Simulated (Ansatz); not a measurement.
**Graphite under LDA: testing the Fermi-Dirac smearing**

Aim: find which Fermi-Dirac smearing width is enough for energy and pressure. The geometry was relaxed under LDA beforehand and stays fixed; 7 values are run, from 0.01 to 1.0 eV. Wanted are the values from which on the energy stays within 10 and 1 meV/atom, and the pressure within 0.5 GPa, of the narrowest run. Within the series other settings stay, but some runs also write fields, which adds to their time. Spin polarisation is left out.

Computed with Ansatz 0.2.0 (DFT LDA, plane waves with PAW, scalar-relativistic, unless a step says otherwise).

1 further run of the same task is left out (set aside as unsound or not needed).

**1. The starting structure**

It takes space group P6_3/mmc (No. 194, hexagonal). The conventional cell has a = 2.445 Å, b = 2.445 Å, c = 6.610 Å, α = 90.00°, β = 90.00°, γ = 120.00°. C (site symmetry -6m2) has 3 C at 1.41 Å as nearest neighbours.

Coordinates:

```
C
1.0
     2.44500    0.00000    0.00000
    -1.22250    2.11743    0.00000
     0.00000    0.00000    6.61046
C
4
Cartesian
  1.2225 2.1174 1.6526
  0.0000 0.0000 4.9578
  0.0000 1.4116 1.6526
  1.2225 0.7058 4.9578
```

**2. Width 0.01 eV**

The run at 0.01 eV.

File input.yaml:

```yaml
crystal:
  lattice:
    - [2.4449954633, 0.0, 0.0]
    - [-1.2224977317, 2.1174281834, 0.0]
    - [0.0, 0.0, 6.6104633561]
  atoms:
    - { symbol: C, position: [1.0, 1.0, 0.25] }
    - { symbol: C, position: [0.0, 0.0, 0.75] }
    - { symbol: C, position: [0.3333333333, 0.6666666667, 0.25] }
    - { symbol: C, position: [0.6666666667, 0.3333333333, 0.75] }
hamiltonian:
  xc: lda
  pseudopotentials:
    kind: paw
    azcp:
      C: "pseudopotentials/C.paw.azcp"
basis:
  ecutwfc: 420
  fft_grid_basis: typed
kpoints:
  mp_grid: { grid: [15, 15, 5], shift: [0, 0, 0] }
magnetization:
  spin_polarized: false
scf:
  occupations: { method: fermi_dirac, width: 0.01 }
  lower_state_search: "off"
output:
  stress: true
  write_density: true
  write_potential: true
  elf: true
  volumetric_format: npy
```

Command:

```bash
$ ansatz run input.yaml --threads 2 --pin off --max-ram 5120MiB --backend cpu --events-out ev --progress --plain --runs-dir out
```

Standard output, shortened:

```text
Warning: <dir> the record states the generating functional pbe (its physics header spells it `PBE`), which answers neither for hamiltonian.xc's functional nor for the lda family's — results may be inconsistent (PPs are generated against a specific XC)
Warning: RAYON_NUM_THREADS=2 ignored (pool sized by the plan → 2); use --threads N
[...]
Pseudopotentials: kind: paw
Pseudopotential: C, paw, valence charge 4, recommended cutoff 420 eV (normal), <dir>
Functional definition: SPW92
[...]
Crystal: 4 atoms, lattice volume = 34.223 Å³
Basis set: ecut = 420 eV, 653 PW (Γ)
Bands: 12, of which v1, the nominal top of the filled ones, is band 8 counted from 1 (7 counted from 0)
Symmetry: 24 space group operations
Space group: P63/mmc (ITA 194), of the structure as read, at distance tolerance 3.2e-5 Å
k-points: 81 of 1125
[...]
SCF iter   1: F=—  HF=-971.931642 eV  |F-HF|=—  |Δ(HF+E_count)|=         —  Δρ=5.99e-3  dr2=4.44e-3  ethr=1.77e-3  ⟨swp⟩=5.6  Hψ=5488  notcnv=0
[...]
SCF iter   6: F=-971.931032 eV  HF=-971.931032 eV  |F-HF|=5.97e-11  |Δ(HF+E_count)|=  4.27e-10  Δρ=1.09e-6  dr2=1.28e-10  ethr=2.07e-11  ⟨swp⟩=5.5  Hψ=5395  notcnv=0
[...]
SCF converged after 6 iterations
Free energy (F): -971.931032 eV
[...]
E sigma→0 (E₀):  -971.930944 eV
Entropy (-TS):   -0.000176 eV (-0.044 meV/atom)
Fermi energy:    7.029174 eV
[...]
--- Stress (GPa, compression-positive) ---
       -0.035454      -0.000000       0.000000
        0.000000      -0.035454       0.000000
        0.000000       0.000000       0.118145
  P = ⅓ Tr σ = 0.0157 GPa (0.157 kbar)
--- Band table (eV; the first three rows and the last of 81) ---
  k-point 0: bands = ["-12.6002", "-12.2448", "-1.7696", "0.4250", "4.0543", "4.0543", "4.0747", "4.0747", "10.9884", "15.5029", "15.5029", "15.5620"]
[...]
```

It took 1.5 s on 2 threads of Arm Neoverse V1, shared host; peak memory 0.29 GiB.

**3. Width 0.03 eV**

The run at 0.03 eV.

input.yaml: that of step 2 with these lines changed.

```diff
@@ -24,3 +24,3 @@
 scf:
-  occupations: { method: fermi_dirac, width: 0.01 }
+  occupations: { method: fermi_dirac, width: 0.03 }
   lower_state_search: "off"
@@ -28,5 +28 @@
   stress: true
-  write_density: true
-  write_potential: true
-  elf: true
-  volumetric_format: npy
```

Command:

```bash
$ ansatz run input.yaml --threads 2 --pin off --max-ram 5120MiB --backend cpu --events-out ev --progress --plain --runs-dir out
```

Standard output, shortened:

```text
Warning: <dir> the record states the generating functional pbe (its physics header spells it `PBE`), which answers neither for hamiltonian.xc's functional nor for the lda family's — results may be inconsistent (PPs are generated against a specific XC)
Warning: RAYON_NUM_THREADS=2 ignored (pool sized by the plan → 2); use --threads N
[...]
[... 3 set-up lines as earlier in the session ...]
[...]
Crystal: 4 atoms, lattice volume = 34.223 Å³
Basis set: ecut = 420 eV, 653 PW (Γ)
Bands: 12, of which v1, the nominal top of the filled ones, is band 8 counted from 1 (7 counted from 0)
[... 2 set-up lines as earlier in the session ...]
k-points: 81 of 1125
[...]
SCF iter   1: F=—  HF=-971.932072 eV  |F-HF|=—  |Δ(HF+E_count)|=         —  Δρ=5.99e-3  dr2=4.44e-3  ethr=1.77e-3  ⟨swp⟩=5.7  Hψ=5384  notcnv=0
[...]
SCF iter   6: F=-971.931470 eV  HF=-971.931470 eV  |F-HF|=2.97e-10  |Δ(HF+E_count)|=   5.29e-9  Δρ=1.56e-6  dr2=5.27e-10  ethr=1.17e-10  ⟨swp⟩=2.5  Hψ=3552  notcnv=0
[...]
SCF converged after 6 iterations
Free energy (F): -971.931470 eV
[...]
E sigma→0 (E₀):  -971.931115 eV
Entropy (-TS):   -0.000710 eV (-0.177 meV/atom)
Fermi energy:    7.029483 eV
[...]
--- Stress (GPa, compression-positive) ---
       -0.035990      -0.000000       0.000000
       -0.000000      -0.035990       0.000000
        0.000000       0.000000       0.123081
  P = ⅓ Tr σ = 0.0170 GPa (0.170 kbar)
```

It took 1.1 s on 2 threads of Arm Neoverse V1, shared host; peak memory 0.29 GiB.

**4. Width 0.1 eV**

The run at 0.1 eV.

input.yaml: that of step 3 with these lines changed.

```diff
@@ -24,3 +24,3 @@
 scf:
-  occupations: { method: fermi_dirac, width: 0.03 }
+  occupations: { method: fermi_dirac, width: 0.1 }
   lower_state_search: "off"
@@ -28 +28,5 @@
   stress: true
+  write_density: true
+  write_potential: true
+  elf: true
+  volumetric_format: npy
```

Command:

```bash
$ ansatz run input.yaml --threads 2 --pin off --max-ram 5120MiB --backend cpu --events-out ev --progress --plain --runs-dir out
```

Standard output, shortened:

```text
Warning: <dir> the record states the generating functional pbe (its physics header spells it `PBE`), which answers neither for hamiltonian.xc's functional nor for the lda family's — results may be inconsistent (PPs are generated against a specific XC)
Warning: RAYON_NUM_THREADS=2 ignored (pool sized by the plan → 2); use --threads N
[...]
[... 3 set-up lines as earlier in the session ...]
[...]
Crystal: 4 atoms, lattice volume = 34.223 Å³
Basis set: ecut = 420 eV, 653 PW (Γ)
Bands: 12, of which v1, the nominal top of the filled ones, is band 8 counted from 1 (7 counted from 0)
[... 2 set-up lines as earlier in the session ...]
k-points: 81 of 1125
[...]
SCF iter   1: F=—  HF=-971.933854 eV  |F-HF|=—  |Δ(HF+E_count)|=         —  Δρ=5.98e-3  dr2=4.44e-3  ethr=1.77e-3  ⟨swp⟩=5.1  Hψ=5150  notcnv=0
[...]
SCF iter   6: F=-971.933322 eV  HF=-971.933322 eV  |F-HF|=7.20e-10  |Δ(HF+E_count)|=   5.18e-9  Δρ=2.10e-6  dr2=1.10e-9  ethr=1.27e-10  ⟨swp⟩=6.1  Hψ=5842  notcnv=0
[...]
SCF converged after 6 iterations
Free energy (F): -971.933322 eV
[...]
E sigma→0 (E₀):  -971.931824 eV
Entropy (-TS):   -0.002996 eV (-0.749 meV/atom)
Fermi energy:    7.030560 eV
[...]
--- Stress (GPa, compression-positive) ---
       -0.036544      -0.000000       0.000000
       -0.000000      -0.036544       0.000000
        0.000000       0.000000       0.133144
  P = ⅓ Tr σ = 0.0200 GPa (0.200 kbar)
--- Band table (eV; the first three rows and the last of 81) ---
  k-point 0: bands = ["-12.6000", "-12.2447", "-1.7696", "0.4251", "4.0545", "4.0545", "4.0749", "4.0749", "10.9884", "15.5030", "15.5030", "15.5622"]
[...]
```

Run time: 1.4 s. Hardware: 2 threads of Arm Neoverse V1, shared host; peak memory 0.29 GiB.

**5. Width 0.2 eV**

The run at 0.2 eV.

input.yaml: that of step 4 with these lines changed.

```diff
@@ -24,3 +24,3 @@
 scf:
-  occupations: { method: fermi_dirac, width: 0.1 }
+  occupations: { method: fermi_dirac, width: 0.2 }
   lower_state_search: "off"
@@ -28,5 +28 @@
   stress: true
-  write_density: true
-  write_potential: true
-  elf: true
-  volumetric_format: npy
```

Command:

```bash
$ ansatz run input.yaml --threads 2 --pin off --max-ram 5120MiB --backend cpu --events-out ev --progress --plain --runs-dir out
```

Standard output, shortened:

```text
Warning: <dir> the record states the generating functional pbe (its physics header spells it `PBE`), which answers neither for hamiltonian.xc's functional nor for the lda family's — results may be inconsistent (PPs are generated against a specific XC)
Warning: RAYON_NUM_THREADS=2 ignored (pool sized by the plan → 2); use --threads N
[...]
[... 3 set-up lines as earlier in the session ...]
[...]
Crystal: 4 atoms, lattice volume = 34.223 Å³
Basis set: ecut = 420 eV, 653 PW (Γ)
Bands: 12, of which v1, the nominal top of the filled ones, is band 8 counted from 1 (7 counted from 0)
[... 2 set-up lines as earlier in the session ...]
k-points: 81 of 1125
[...]
SCF iter   1: F=—  HF=-971.937965 eV  |F-HF|=—  |Δ(HF+E_count)|=         —  Δρ=5.97e-3  dr2=4.42e-3  ethr=1.77e-3  ⟨swp⟩=4.5  Hψ=5057  notcnv=0
[...]
SCF iter   6: F=-971.937456 eV  HF=-971.937456 eV  |F-HF|=6.56e-10  |Δ(HF+E_count)|=   3.57e-9  Δρ=2.05e-6  dr2=1.02e-9  ethr=1.10e-10  ⟨swp⟩=2.3  Hψ=3581  notcnv=0
[...]
SCF converged after 6 iterations
Free energy (F): -971.937456 eV
[...]
E sigma→0 (E₀):  -971.931555 eV
Entropy (-TS):   -0.011802 eV (-2.950 meV/atom)
Fermi energy:    7.045727 eV
[...]
--- Stress (GPa, compression-positive) ---
       -0.012081      -0.000000       0.000000
       -0.000000      -0.012081       0.000000
        0.000000       0.000000       0.138077
  P = ⅓ Tr σ = 0.0380 GPa (0.380 kbar)
```

Run time: 1 s. Hardware: 2 threads of Arm Neoverse V1, shared host; peak memory 0.29 GiB.

**6. Width 0.3 eV**

The run at 0.3 eV.

input.yaml: that of step 5 with these lines changed.

```diff
@@ -24,3 +24,3 @@
 scf:
-  occupations: { method: fermi_dirac, width: 0.2 }
+  occupations: { method: fermi_dirac, width: 0.3 }
   lower_state_search: "off"
```

Command:

```bash
$ ansatz run input.yaml --threads 2 --pin off --max-ram 5120MiB --backend cpu --events-out ev --progress --plain --runs-dir out
```

Standard output, shortened:

```text
Warning: <dir> the record states the generating functional pbe (its physics header spells it `PBE`), which answers neither for hamiltonian.xc's functional nor for the lda family's — results may be inconsistent (PPs are generated against a specific XC)
Warning: RAYON_NUM_THREADS=2 ignored (pool sized by the plan → 2); use --threads N
band count auto-derived: 13 (N_el = 16.0; filled up to band 8; 12 by the electrons, moments and atoms)
[...]
[... 3 set-up lines as earlier in the session ...]
[...]
Crystal: 4 atoms, lattice volume = 34.223 Å³
Basis set: ecut = 420 eV, 653 PW (Γ)
Bands: 13, of which v1, the nominal top of the filled ones, is band 8 counted from 1 (7 counted from 0)
[... 2 set-up lines as earlier in the session ...]
k-points: 81 of 1125
[...]
SCF iter   1: F=—  HF=-971.947113 eV  |F-HF|=—  |Δ(HF+E_count)|=         —  Δρ=5.95e-3  dr2=4.38e-3  ethr=1.77e-3  ⟨swp⟩=5.0  Hψ=5258  notcnv=0
[...]
SCF iter   6: F=-971.946656 eV  HF=-971.946656 eV  |F-HF|=3.63e-10  |Δ(HF+E_count)|=   1.43e-9  Δρ=1.67e-6  dr2=6.10e-10  ethr=8.58e-11  ⟨swp⟩=2.1  Hψ=3608  notcnv=0
[...]
SCF converged after 6 iterations
Free energy (F): -971.946656 eV
[...]
E sigma→0 (E₀):  -971.926717 eV
Entropy (-TS):   -0.039879 eV (-9.970 meV/atom)
Fermi energy:    7.042133 eV
[...]
--- Stress (GPa, compression-positive) ---
        0.093064      -0.000000       0.000000
       -0.000000       0.093064       0.000000
        0.000000       0.000000       0.119732
  P = ⅓ Tr σ = 0.1020 GPa (1.020 kbar)
```

Run time: 1.3 s. Hardware: 2 threads of Arm Neoverse V1, shared host; peak memory 0.29 GiB.

**7. Width 0.6 eV**

The run at 0.6 eV.

input.yaml: that of step 6 with these lines changed.

```diff
@@ -24,3 +24,3 @@
 scf:
-  occupations: { method: fermi_dirac, width: 0.3 }
+  occupations: { method: fermi_dirac, width: 0.6 }
   lower_state_search: "off"
```

Command:

```bash
$ ansatz run input.yaml --threads 2 --pin off --max-ram 5120MiB --backend cpu --events-out ev --progress --plain --runs-dir out
```

Standard output, shortened:

```text
Warning: <dir> the record states the generating functional pbe (its physics header spells it `PBE`), which answers neither for hamiltonian.xc's functional nor for the lda family's — results may be inconsistent (PPs are generated against a specific XC)
Warning: RAYON_NUM_THREADS=2 ignored (pool sized by the plan → 2); use --threads N
band count auto-derived: 14 (N_el = 16.0; filled up to band 8; 12 by the electrons, moments and atoms)
[...]
[... 3 set-up lines as earlier in the session ...]
[...]
Crystal: 4 atoms, lattice volume = 34.223 Å³
Basis set: ecut = 420 eV, 653 PW (Γ)
Bands: 14, of which v1, the nominal top of the filled ones, is band 8 counted from 1 (7 counted from 0)
[... 2 set-up lines as earlier in the session ...]
k-points: 81 of 1125
[...]
SCF iter   1: F=—  HF=-972.048083 eV  |F-HF|=—  |Δ(HF+E_count)|=         —  Δρ=5.95e-3  dr2=4.44e-3  ethr=1.77e-3  ⟨swp⟩=5.0  Hψ=5421  notcnv=0
[...]
SCF iter   6: F=-972.047691 eV  HF=-972.047691 eV  |F-HF|=1.49e-10  |Δ(HF+E_count)|=   8.28e-9  Δρ=1.26e-6  dr2=2.65e-10  ethr=6.10e-11  ⟨swp⟩=1.8  Hψ=3519  notcnv=0
[...]
SCF converged after 6 iterations
Free energy (F): -972.047691 eV
[...]
E sigma→0 (E₀):  -971.870941 eV
Entropy (-TS):   -0.353499 eV (-88.375 meV/atom)
Fermi energy:    6.990223 eV
[...]
--- Stress (GPa, compression-positive) ---
        1.203875      -0.000000       0.000000
       -0.000000       1.203875       0.000000
        0.000000       0.000000      -0.018771
  P = ⅓ Tr σ = 0.7963 GPa (7.963 kbar)
```

Wall time 1.1 s (2 threads of Arm Neoverse V1, shared host); peak memory 0.29 GiB.

**8. Width 1.0 eV**

The run at 1.0 eV.

input.yaml: that of step 7 with these lines changed.

```diff
@@ -24,3 +24,3 @@
 scf:
-  occupations: { method: fermi_dirac, width: 0.6 }
+  occupations: { method: fermi_dirac, width: 1.0 }
   lower_state_search: "off"
```

Command:

```bash
$ ansatz run input.yaml --threads 2 --pin off --max-ram 5120MiB --backend cpu --events-out ev --progress --plain --runs-dir out
```

Standard output, shortened:

```text
Warning: <dir> the record states the generating functional pbe (its physics header spells it `PBE`), which answers neither for hamiltonian.xc's functional nor for the lda family's — results may be inconsistent (PPs are generated against a specific XC)
Warning: RAYON_NUM_THREADS=2 ignored (pool sized by the plan → 2); use --threads N
band count auto-derived: 16 (N_el = 16.0; filled up to band 8; 12 by the electrons, moments and atoms)
[...]
[... 3 set-up lines as earlier in the session ...]
[...]
Crystal: 4 atoms, lattice volume = 34.223 Å³
Basis set: ecut = 420 eV, 653 PW (Γ)
Bands: 16, of which v1, the nominal top of the filled ones, is band 8 counted from 1 (7 counted from 0)
[... 2 set-up lines as earlier in the session ...]
k-points: 81 of 1125
[...]
SCF iter   1: F=—  HF=-972.456928 eV  |F-HF|=—  |Δ(HF+E_count)|=         —  Δρ=6.15e-3  dr2=5.58e-3  ethr=1.77e-3  ⟨swp⟩=5.1  Hψ=5941  notcnv=0
[...]
SCF iter   6: F=-972.456278 eV  HF=-972.456278 eV  |F-HF|=1.05e-10  |Δ(HF+E_count)|=   5.19e-9  Δρ=1.10e-6  dr2=1.91e-10  ethr=8.73e-11  ⟨swp⟩=2.2  Hψ=3859  notcnv=0
[...]
SCF converged after 6 iterations
Free energy (F): -972.456278 eV
[...]
E sigma→0 (E₀):  -971.712340 eV
Entropy (-TS):   -1.487877 eV (-371.969 meV/atom)
Fermi energy:    7.028484 eV
[...]
--- Stress (GPa, compression-positive) ---
        4.601265      -0.000000       0.000000
       -0.000000       4.601265       0.000000
        0.000000       0.000000      -0.137884
  P = ⅓ Tr σ = 3.0215 GPa (30.215 kbar)
```

Wall time 1.1 s (2 threads of Arm Neoverse V1, shared host); peak memory 0.29 GiB.

**9. The series**

Energies count from the run at 0.01 eV.

```csv
smearing (eV),F (meV/atom),E(σ → 0) (meV/atom),P (GPa),SCF cycles,CPU time
0.01,0.00,0.00,0.02,6,2.7 s
0.03,-0.11,-0.04,0.02,6,2 s
0.1,-0.57,-0.22,0.02,6,2.6 s
0.2,-1.61,-0.15,0.04,6,1.9 s
0.3,-3.91,1.06,0.10,6,2.4 s
0.6,-29.16,15.00,0.80,6,1.9 s
1.0,-131.31,54.65,3.02,6,2.1 s
```

**10. What came out**

```
                                    quantity         value
E(σ → 0) stays within 10 meV/atom of 0.01 eV  up to 0.3 eV
            E(σ → 0) stays within 1 meV/atom  up to 0.2 eV
               pressure stays within 0.5 GPa  up to 0.3 eV
                         pressure at 0.01 eV      0.02 GPa
```

**Reading.** The far end, 1.0 eV, lies +54.7 meV/atom and +3.0 GPa from the yardstick. The free energy F moves by -131.3 meV/atom over the range, and the estimate for σ → 0 by +54.7. In theory F falls as the square of the width under this scheme, but here the ratio is not steady: the mesh at narrow widths, or a density of states that varies over the wide ones, can both cause that. The mesh (15×15×5) is fixed, so the narrowest widths carry a k-point error of their own. The cell taken over is 3 % smaller than the measured one (8.82 Å³/atom, COD).
